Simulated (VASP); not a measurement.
# Nb in VASP: further runs

Aim: see how the results for Nb move with the level of theory and the settings. Levels: PBE, PBE+D3(BJ). Tasks: work function.

Program: VASP 6.6.1. These are calculated values, not measurements. Logs are shortened: lines on timing, memory, paths and dates and some standing lists are left out, and cuts for length are marked.

### Step 1. Starting point

The cell holds a slab with vacuum, 4 atoms: a = 2.866 Å, b = 2.866 Å, c = 28.680 Å, α = 90.00°, β = 90.00°, γ = 109.47°.

The cell was built by a generator and needn't be a form met in nature.

### Step 2. Work function, PBE

INCAR

```
SYSTEM = Nb
PREC = Accurate ; ENCUT = 520
EDIFF = 1E-6 ; ISMEAR = 1
SIGMA = 0.1 ; LREAL = .FALSE.
LASPH = .TRUE. ; NELM = 60
ALGO = Normal ; ISIF = 2
LWAVE = .FALSE. ; LCHARG = .TRUE.
LDIPOL = .TRUE. ; IDIPOL = 3
DIPOL = 0.5 0.5 0.500 ; GGA = PE
LELF = .TRUE. ; LVHAR = .TRUE.
LVACPOTAV = .TRUE.
```

KPOINTS

```
regular mesh
0
G
  12 12 1
  0 0 0
```

POSCAR

```
Nb                                      
1.0
    2.8655568500      0.0000000000      0.0000000000
   -0.9551856200      2.7016728600      0.0000000000
    0.0000000000      0.0000000000     28.6800156200
  Nb            
     4
Selective dynamics
Direct
     0.0000000000000000    0.0000000000000000    0.3776302200000003   F   F   F
     0.5000000000000000    0.5000000000000000    0.4552438654604515   T   T   T
     0.0000000000000000    0.0000000000000000    0.5374623684156783   T   T   T
     0.5000000000000000    0.5000000000000000    0.6151120859071921   T   T   T
```

Potentials or basis: VASP PAW PBE potentials, release 64 (Nb_sv).

Started as:

```bash
$ cat potpaw_PBE.64/Nb_sv/POTCAR > POTCAR
$ mpirun -np 1 vasp_std > vasp.out
```

OUTCAR:

```text
SYSTEM = Nb
   PREC = Accurate
   ENCUT = 520
   EDIFF = 1E-6
   ISMEAR = 1
   LREAL = .FALSE.
   LASPH = .TRUE.
   NELM = 60
   ISIF = 2
   GGA = PE

 ion  position               nearest neighbor table
   1  0.000  0.000  0.378-   2 2.77   2 2.77
   2  0.500  0.500  0.455-   1 2.77   1 2.77   3 2.88   3 2.88
   3  0.000  0.000  0.537-   4 2.77   4 2.77   2 2.88   2 2.88
   4  0.500  0.500  0.615-   3 2.77   3 2.77

  LATTYP: Found a base centered orthorhombic cell.
 ALAT       =     3.3088599969
 B/A-ratio  =     1.4142135723
 C/A-ratio  =     8.6676425256

  Lattice vectors:

 A1 = (   2.8655568500,   0.0000000000,   0.0000000000)
 A2 = (  -0.9551856200,   2.7016728600,   0.0000000000)
 A3 = (   0.0000000000,   0.0000000000,  28.6800156200)

Analysis of symmetry for initial positions (statically):
=====================================================================
 Subroutine PRICEL returns:
 Original cell was already a primitive cell.

 Routine SETGRP: Setting up the symmetry group for a
 base centered orthorhombic supercell.

 Subroutine GETGRP returns: Found  4 space group operations
 (whereof  4 operations were pure point group operations)
 out of a pool of  8 trial point group operations.

The static configuration has the point symmetry C_2v.

Analysis of symmetry for dynamics (positions and initial velocities):
=====================================================================
 Subroutine PRICEL returns:
 Original cell was already a primitive cell.

 Routine SETGRP: Setting up the symmetry group for a
 base centered orthorhombic supercell.

 Subroutine GETGRP returns: Found  4 space group operations
 (whereof  4 operations were pure point group operations)
 out of a pool of  8 trial point group operations.

The dynamic configuration has the point symmetry C_2v.

Analysis of constrained symmetry for selective dynamics:
=====================================================================
 Subroutine PRICEL returns:
 Original cell was already a primitive cell.

 Routine SETGRP: Setting up the symmetry group for a
 base centered orthorhombic supercell.

 Subroutine GETGRP returns: Found  4 space group operations
 (whereof  4 operations were pure point group operations)
 out of a pool of  8 trial point group operations.

The constrained configuration has the point symmetry C_2v.

 Subroutine INISYM returns: Found  4 space group operations
 (whereof  4 operations are pure point group operations),
 and found     1 'primitive' translations

----------------------------------------------------------------------------------------

                                     Primitive cell

  volume of cell :     222.0349

  direct lattice vectors                    reciprocal lattice vectors
     2.865556850  0.000000000  0.000000000     0.348972312  0.123380347  0.000000000
    -0.955185620  2.701672860  0.000000000     0.000000000  0.370141039  0.000000000
     0.000000000  0.000000000 28.680015620     0.000000000  0.000000000  0.034867484

  length of vectors
     2.865556850  2.865556806 28.680015620     0.370141034  0.370141039  0.034867484

  position of ions in fractional coordinates (direct lattice)
     0.000000000  0.000000000  0.377630220
     0.500000000  0.500000000  0.455243865
     0.000000000  0.000000000  0.537462368
     0.500000000  0.500000000  0.615112086

  ion indices of the primitive-cell ions
   primitive index   ion index
                 1           1
                 2           2
                 3           3
                 4           4

----------------------------------------------------------------------------------------

 KPOINTS: regular mesh

Automatic generation of k-mesh.
 Grid dimensions read from file:
 generate k-points for:   12   12    1

 Generating k-lattice:

  Cartesian coordinates                     Fractional coordinates (reciprocal lattice)
     0.029081026  0.010281696  0.000000000     0.083333333 -0.000000000  0.000000000
     0.000000000  0.030845087  0.000000000     0.000000000  0.083333333  0.000000000
     0.000000000  0.000000000  0.034867484     0.000000000  0.000000000  1.000000000

  Length of vectors
     0.030845086  0.030845087  0.034867484

  Shift w.r.t. Gamma in fractional coordinates (k-lattice)
     0.000000000  0.000000000  0.000000000

 Subroutine IBZKPT returns following result:
 ===========================================

 Found     43 irreducible k-points:

 Following reciprocal coordinates:
            Coordinates               Weight
  0.000000  0.000000  0.000000      1.000000
  0.083333  0.000000  0.000000      4.000000
  0.166667 -0.000000  0.000000      4.000000
  0.250000  0.000000  0.000000      4.000000
  0.333333 -0.000000  0.000000      4.000000
  0.416667  0.000000  0.000000      4.000000
[... 16 lines left out ...]
  0.500000  0.166667  0.000000      4.000000
 -0.416667  0.166667  0.000000      4.000000
 [... further k-points ...]
   k-points           NKPTS =     43   k-points in BZ     NKDIM =     43   number of bands    NBANDS=     31
   number of dos      NEDOS =    301   number of ions     NIONS =      4
   total plane-waves  NPLWV = 124416
   dimension x,y,z NGX =    24 NGY =   24 NGZ =  216
   dimension x,y,z NGXF=    48 NGYF=   48 NGZF=  432
   ions per type =               4
   NGX,Y,Z   is equivalent  to a cutoff of  13.92, 13.92, 12.52 a.u.
   NGXF,Y,Z  is equivalent  to a cutoff of  27.85, 27.85, 25.04 a.u.
 SYSTEM =  Nb
   PREC   = accura    normal or accurate (medium, high low for compatibility)
   ISTART =      0    job   : 0-new  1-cont  2-samecut
   ICHARG =      2    charge: 1-file 2-atom 10-const
   ISPIN  =      1    spin polarized calculation?
   LNONCOLLINEAR =      F non collinear calculations
   LSORBIT =      F    spin-orbit coupling
   LASPH  =      T    aspherical Exc in radial PAW
   ENCUT  =  520.0 eV  38.22 Ry    6.18 a.u.   5.33  5.33 53.33*2*pi/ulx,y,z
   NELM   =     60;   NELMIN=  2; NELMDL= -5     # of ELM steps
   EDIFF  = 0.1E-05   stopping-criterion for ELM
   LREAL  =      F    real-space projection
   EDIFFG = 0.1E-04   stopping-criterion for IOM
   NSW    =      0    number of steps for IOM
   IBRION =     -1    ionic relax: 0-MD 1-quasi-New 2-CG
   NFREE  =      0    steps in history (QN), initial steepest desc. (CG)
   ISIF   =      2    stress and relaxation
   ISYM   =      2    0-nonsym 1-usesym 2-fastsym
   POTIM  = 0.5000    time-step for ionic-motion
   TEBEG  =    0.0;   TEEND  =   0.0 temperature during run
   PSTRESS=    0.0 pullay stress
   NELECT =      52.0000    total number of electrons
   NUPDOWN=      -1.0000    fix difference up-down
   EMIN   =  10.00;   EMAX   =-10.00  energy-range for DOS
   EFERMI =   0.00;   METHOD = LEGACY
   ISMEAR =     1;   SIGMA  =   0.10  broadening in eV -4-tet -1-fermi 0-gaus
   EFERMI_NEDOS =   21; number of points for ismear=-14 and -15
   IALGO  =     38    algorithm
   IMIX   =      4    mixing-type and parameters
     AMIX     =   0.40;   BMIX     =  1.00
     AMIX_MAG =   1.60;   BMIX_MAG =  1.00
  volume/ion in A,a.u.               =      55.51       374.59
  Fermi-wavevector in a.u.,A,eV,Ry     =   1.009103  1.906928 13.854665  1.018289
  Thomas-Fermi vector in A             =   2.142011
   LORBIT       =      0    0 simple, 1 ext, 2 COOP (PROOUT), +10 PAW based schemes
   GGA     = PE    functional components
   LHFCALC =     F    Hartree Fock is set to
   AEXX    =    0.0000 exact exchange contribution
   IVDW    =     0    specifies the selected vdW correction
   LEPSILON=     F    determine dielectric tensor
   LRPA    =     F    only Hartree local field effects (RPA)
 non-spin polarized calculation
 Methfessel and Paxton  Order N= 1 SIGMA  =   0.10
  energy-cutoff  :      520.00
  volume of cell :      222.03
 maximum number of plane-waves:      6015
 NGX is ok and might be reduce to    24
   NGX = 11   NGY = 11   NGZ =107

 dipolmoment           0.000000      0.000000     -0.000014 electrons x Angstroem

 number of electron      52.0000000 magnetization

 dipolmoment           0.000000      0.000000      0.000028 electrons x Angstroem

 Free energy of the ion-electron system (eV)
  ---------------------------------------------------
  ext. energy  EPLUGINS =         0.00000000
  ---------------------------------------------------
  free energy    TOTEN  =       -38.88229651 eV

  energy without entropy =      -38.88507552  energy(sigma->0) =      -38.88322284

 E-fermi :   0.7366     XC(G=0):  -4.7913

 val. band max:        0.7236967673   @ k =   0.1667  -0.0000   0.0000
 cond. band min:       0.7746075624   @ k =   0.0833   0.0833   0.0000
 fundamental gap:      0.0509107951
 Fermi energy:         0.7365591154

 k-point     1 :       0.0000    0.0000    0.0000
  band No.  band energies     occupation
      1     -53.8599      2.00000
      2     -53.8526      2.00000
      3     -53.5696      2.00000
      4     -53.4638      2.00000
      5     -30.3846      2.00000
      6     -30.1795      2.00000
[... 23 lines left out ...]
     30       2.3059     -0.00000
     31       2.5957     -0.00000

 k-point     2 :       0.0833    0.0000    0.0000
  band No.  band energies     occupation
      1     -53.8503      2.00000
      2     -53.8436      2.00000
      3     -53.5615      2.00000
      4     -53.4589      2.00000
      5     -30.3624      2.00000
      6     -30.1746      2.00000
[... 23 lines left out ...]
     30       2.1607     -0.00000
     31       2.4942     -0.00000

 k-point     3 :       0.1667   -0.0000    0.0000
  band No.  band energies     occupation
      1     -53.8237      2.00000
      2     -53.8187      2.00000
      3     -53.5390      2.00000
      4     -53.4457      2.00000
      5     -30.3018      2.00000
      6     -30.1672      2.00000
[... 23 lines left out ...]
     30       1.7373     -0.00000
     31       2.9076      0.00000

 k-point     4 :       0.2500    0.0000    0.0000
  band No.  band energies     occupation
      1     -53.7871      2.00000
      2     -53.7842      2.00000
      3     -53.5068      2.00000
      4     -53.4291      2.00000
      5     -30.2309      2.00000
      6     -30.1814      2.00000
[... 23 lines left out ...]
     30       2.3984     -0.00000
     31       3.1696      0.00000

 k-point     5 :       0.3333   -0.0000    0.0000
  band No.  band energies     occupation
      1     -53.7502      2.00000
      2     -53.7491      2.00000
      3     -53.4718      2.00000
      4     -53.4156      2.00000
      5     -30.2689      2.00000
      6     -30.2523      2.00000
[... 23 lines left out ...]
     30       3.1998      0.00000
     31       3.3013      0.00000
[... 542 lines left out ...]
     30       2.4535     -0.00000
     31       3.6144      0.00000

 k-point    22 :       0.4167    0.1667    0.0000
  band No.  band energies     occupation
      1     -53.6964      2.00000
      2     -53.6961      2.00000
      3     -53.4077      2.00000
      4     -53.3957      2.00000
      5     -30.3507      2.00000
      6     -30.3420      2.00000
[... 23 lines left out ...]
     30       2.3371     -0.00000
     31       3.4885      0.00000

 k-point    23 :       0.5000    0.1667    0.0000
  band No.  band energies     occupation
      1     -53.6958      2.00000
      2     -53.6953      2.00000
      3     -53.4150      2.00000
      4     -53.3762      2.00000
      5     -30.3728      2.00000
      6     -30.3532      2.00000
[... 23 lines left out ...]
     30       2.5579     -0.00000
     31       3.2175      0.00000

 k-point    24 :      -0.4167    0.1667    0.0000
  band No.  band energies     occupation
      1     -53.7127      2.00000
      2     -53.7111      2.00000
      3     -53.4336      2.00000
      4     -53.3715      2.00000
      5     -30.2997      2.00000
      6     -30.2671      2.00000
[... 23 lines left out ...]
     30       2.6356     -0.00000
     31       3.1388      0.00000

 [... further k-points ...]

------------------------ aborting loop because EDIFF is reached ----------------------------------------

  FORCE on cell =-STRESS in cart. coord.  units (eV):
  Direction    XX          YY          ZZ          XY          YZ          ZX
  --------------------------------------------------------------------------------------
  -------------------------------------------------------------------------------------
  Total       -2.6998147     -2.2338892     -0.0565087      0.6589180      0.0000000      0.0000000
  in kB      -19.4815435    -16.1194805     -0.4077598      4.7546741      0.0000000      0.0000000
  external PRESSURE =     -12.0029279 kB  Pullay stress =       0.0000000 kB

 VOLUME and BASIS-vectors are now :
 -----------------------------------------------------------------------------
  energy-cutoff  :      520.00
  volume of cell :      222.03
      direct lattice vectors                 reciprocal lattice vectors
     2.865556850  0.000000000  0.000000000     0.348972312  0.123380347  0.000000000
    -0.955185620  2.701672860  0.000000000     0.000000000  0.370141039  0.000000000
     0.000000000  0.000000000 28.680015620     0.000000000  0.000000000  0.034867484

 POSITION                                       TOTAL-FORCE (eV/Angst)
 -----------------------------------------------------------------------------------
      0.00000      0.00000     10.83044        -0.000000      0.000000     -0.002727
      0.95519      1.35084     13.05640        -0.000000      0.000000      0.002493
      0.00000      0.00000     15.41443         0.000000      0.000000      0.003525
      0.95519      1.35084     17.64142        -0.000000      0.000000     -0.003291
 -----------------------------------------------------------------------------------
    total drift:                               -0.000000     -0.000000     -0.000252

  FREE ENERGIE OF THE ION-ELECTRON SYSTEM (eV)
  ---------------------------------------------------
  free  energy   TOTEN  =       -38.8822965073 eV

  energy  without entropy=      -38.8850755195  energy(sigma->0) =      -38.88322284

 vacuum level on the upper side and lower side of the slab         5.228         5.227
```

Run time: 6.2 min. Hardware: 1 thread of Intel Xeon 6975P-C (Granite Rapids), shared host; peak memory 0.46 GiB.

What came out:

* Free energy: -38.8823 eV
* Largest force: 0.004 eV/Å
* Band gap on the k mesh: none (metal or under the smearing width)
* Work function of the upper face: 4.49 eV
* Work function of the lower face: 4.49 eV

Forces in eV/Å, atoms in the order of the input:
```
Nb   0.000  0.000 -0.003
Nb   0.000  0.000  0.002
Nb   0.000  0.000  0.004
Nb   0.000  0.000 -0.003
```

Levels at points of the mesh, in eV from the Fermi level:
```csv
k point,band 22,band 23,band 24,band 25,band 26,band 27,band 28,band 29,band 30,band 31
"(0.00, 0.00, 0.00)",-1.34,-0.51,-0.47,-0.26,0.16,0.24,0.51,0.86,1.57,1.86
"(0.50, 0.00, 0.00)",-1.59,-1.37,-1.37,0.18,0.18,1.67,1.67,2.84,2.85,3.04
"(0.50, 0.50, 0.00)",-2.51,-1.44,-0.64,-0.26,1.60,1.90,2.16,2.28,2.87,2.99
```

[end of part 1 of 3]
